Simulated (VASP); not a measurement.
# MgS (F-43m) in VASP: further runs, part 2 of 2

VASP 6.6.1. The steps go on from the part before.

## Step 5: Single point, LDA

The input, INCAR:

```
  ADDGRID = False
  ALGO = Normal
  EDIFF = 1E-6
  ENCUT = 450
  GGA = CA
  ISIF = 2
  ISMEAR = 0
  LASPH = True
  LCHARG = False
  LREAL = False
  LWAVE = False
  NELM = 100
  PREC = Accurate
  SIGMA = 0.05
```

The input, KPOINTS:

```
k-points
0
Gamma
  2 2 2
```

The input, POSCAR:

```
MgS
1.0
    0.0000000000      2.8331200468      2.8331200468
    2.8331200468      0.0000000000      2.8331200468
    2.8331200468      2.8331200468      0.0000000000
S Mg
1 1
Direct
    0.2346630000      0.2748010000      0.2357280000
   -0.0216520000      0.0237760000     -0.0317750000
```

Potentials or basis: VASP PAW LDA potentials, release 64 (S, Mg).

Run with:

```bash
$ cat potpaw_LDA.64/S/POTCAR potpaw_LDA.64/Mg/POTCAR > POTCAR
$ mpirun -np 1 vasp_std > vasp.out
```

OUTCAR:

```text
EDIFF = 1E-6
   ENCUT = 450
   GGA = CA
   ISIF = 2
   ISMEAR = 0
   LASPH = True
   LREAL = False
   NELM = 100
   PREC = Accurate

 Found      8 irreducible k-points:

 Following reciprocal coordinates:
            Coordinates               Weight
  0.000000  0.000000  0.000000      1.000000
  0.500000  0.000000  0.000000      1.000000
  0.000000  0.500000  0.000000      1.000000
  0.000000  0.000000  0.500000      1.000000
  0.500000  0.500000  0.500000      1.000000
  0.500000  0.500000  0.000000      1.000000
   k-points           NKPTS =      8   k-points in BZ     NKDIM =      8   number of bands    NBANDS=      8
   number of dos      NEDOS =    301   number of ions     NIONS =      2
   total plane-waves  NPLWV =  21952
   dimension x,y,z NGX =    28 NGY =   28 NGZ =   28
   dimension x,y,z NGXF=    56 NGYF=   56 NGZF=   56
   ions per type =               1   1
   NGX,Y,Z   is equivalent  to a cutoff of  11.62, 11.62, 11.62 a.u.
   NGXF,Y,Z  is equivalent  to a cutoff of  23.24, 23.24, 23.24 a.u.
 SYSTEM =  unknown system
   PREC   = accura    normal or accurate (medium, high low for compatibility)
   ISTART =      0    job   : 0-new  1-cont  2-samecut
   ICHARG =      2    charge: 1-file 2-atom 10-const
   ISPIN  =      1    spin polarized calculation?
   LNONCOLLINEAR =      F non collinear calculations
   LSORBIT =      F    spin-orbit coupling
   LASPH  =      T    aspherical Exc in radial PAW
   ENCUT  =  450.0 eV  33.07 Ry    5.75 a.u.   6.93  6.93  6.93*2*pi/ulx,y,z
   NELM   =    100;   NELMIN=  2; NELMDL= -5     # of ELM steps
   EDIFF  = 0.1E-05   stopping-criterion for ELM
   LREAL  =      F    real-space projection
   EDIFFG = 0.1E-04   stopping-criterion for IOM
   NSW    =      0    number of steps for IOM
   IBRION =     -1    ionic relax: 0-MD 1-quasi-New 2-CG
   NFREE  =      0    steps in history (QN), initial steepest desc. (CG)
   ISIF   =      2    stress and relaxation
   ISYM   =      2    0-nonsym 1-usesym 2-fastsym
   POTIM  = 0.5000    time-step for ionic-motion
   TEBEG  =    0.0;   TEEND  =   0.0 temperature during run
   PSTRESS=    0.0 pullay stress
   NELECT =       8.0000    total number of electrons
   NUPDOWN=      -1.0000    fix difference up-down
   EMIN   =  10.00;   EMAX   =-10.00  energy-range for DOS
   EFERMI =   0.00;   METHOD = LEGACY
   ISMEAR =     0;   SIGMA  =   0.05  broadening in eV -4-tet -1-fermi 0-gaus
   EFERMI_NEDOS =   21; number of points for ismear=-14 and -15
   IALGO  =     38    algorithm
   IMIX   =      4    mixing-type and parameters
     AMIX     =   0.40;   BMIX     =  1.00
     AMIX_MAG =   1.60;   BMIX_MAG =  1.00
  volume/ion in A,a.u.               =      22.74       153.46
  Fermi-wavevector in a.u.,A,eV,Ry     =   0.917269  1.733386 11.447692  0.841382
  Thomas-Fermi vector in A             =   2.042218
   LORBIT       =      0    0 simple, 1 ext, 2 COOP (PROOUT), +10 PAW based schemes
   GGA     = CA    functional components
   LHFCALC =     F    Hartree Fock is set to
   AEXX    =    0.0000 exact exchange contribution
   IVDW    =     0    specifies the selected vdW correction
   LEPSILON=     F    determine dielectric tensor
   LRPA    =     F    only Hartree local field effects (RPA)
 non-spin polarized calculation
 Gauss-broadening in eV      SIGMA  =   0.05
  energy-cutoff  :      450.00
  volume of cell :       45.48
 maximum number of plane-waves:       982
 NGX is ok and might be reduce to    28
   NGX = 13   NGY = 13   NGZ = 13

 number of electron       8.0000000 magnetization

 Free energy of the ion-electron system (eV)
  ---------------------------------------------------
  ext. energy  EPLUGINS =         0.00000000
  ---------------------------------------------------
  free energy    TOTEN  =        -8.57786718 eV

  energy without entropy =       -8.57786718  energy(sigma->0) =       -8.57786718

 E-fermi :   1.5640     XC(G=0):  -8.6744

 val. band max:        1.3013572010   @ k =   0.0000   0.0000   0.0000
 cond. band min:       4.1837230948   @ k =   0.0000   0.0000   0.0000
 fundamental gap:      2.8823658939
 Fermi energy:         1.5640033692

 k-point     1 :       0.0000    0.0000    0.0000
  band No.  band energies     occupation
      1     -10.0409      2.00000
      2       1.0830      2.00000
      3       1.1567      2.00000
      4       1.3014      2.00000
      5       4.1837      0.00000
      6       8.7169      0.00000
      7       8.7240      0.00000
      8       8.7457      0.00000
[... 45 lines left out ...]
 k-point     6 :       0.5000    0.5000    0.0000
  band No.  band energies     occupation
      1      -9.0718      2.00000
      2      -1.8109      2.00000
      3       0.0612      2.00000
      4       0.1059      2.00000
      5       4.5850      0.00000
      6       6.3751      0.00000
      7      11.9391      0.00000
      8      12.9894      0.00000

 [... further k-points ...]

------------------------ aborting loop because EDIFF is reached ----------------------------------------

  FORCE on cell =-STRESS in cart. coord.  units (eV):
  Direction    XX          YY          ZZ          XY          YZ          ZX
  --------------------------------------------------------------------------------------
  -------------------------------------------------------------------------------------
  Total        0.2445682      0.2305628      0.2630263     -0.0406550     -0.2209349     -0.2940289
  in kB        8.6156011      8.1222223      9.2658393     -1.4321864     -7.7830532    -10.3579961
  external PRESSURE =       8.6678876 kB  Pullay stress =       0.0000000 kB

 VOLUME and BASIS-vectors are now :
 -----------------------------------------------------------------------------
  energy-cutoff  :      450.00
  volume of cell :       45.48
      direct lattice vectors                 reciprocal lattice vectors
     0.000000000  2.833120047  2.833120047    -0.176483874  0.176483874  0.176483874
     2.833120047  0.000000000  2.833120047     0.176483874 -0.176483874  0.176483874
     2.833120047  2.833120047  0.000000000     0.176483874  0.176483874 -0.176483874

 POSITION                                       TOTAL-FORCE (eV/Angst)
 -----------------------------------------------------------------------------------
      1.44639      1.33267      1.44337        -0.252100     -0.334856     -0.045999
      2.81046      5.51487      2.83914         0.252100      0.334856      0.045999
 -----------------------------------------------------------------------------------
    total drift:                               -0.000101     -0.000098      0.000020

  FREE ENERGIE OF THE ION-ELECTRON SYSTEM (eV)
  ---------------------------------------------------
  free  energy   TOTEN  =        -8.5778671769 eV

  energy  without entropy=       -8.5778671769  energy(sigma->0) =       -8.57786718
```

It used 2.7 s of CPU time on 1 thread of Intel(R) Xeon(R) Platinum 8559C (Emerald Rapids), with other jobs on the host, which was overloaded at the time.

The run converged, but some of its settings lie outside the range that counts as converged, so its numbers aren't taken as properties of the crystal.

What came out:

* Free energy: -8.5779 eV
* Pressure: 0.9 GPa
* Largest force: 0.422 eV/Å
* Band gap on the k mesh: 2.88 eV, direct

Caveat: the k mesh is coarse (spacing up to 0.96 Å⁻¹), so the values aren't converged.
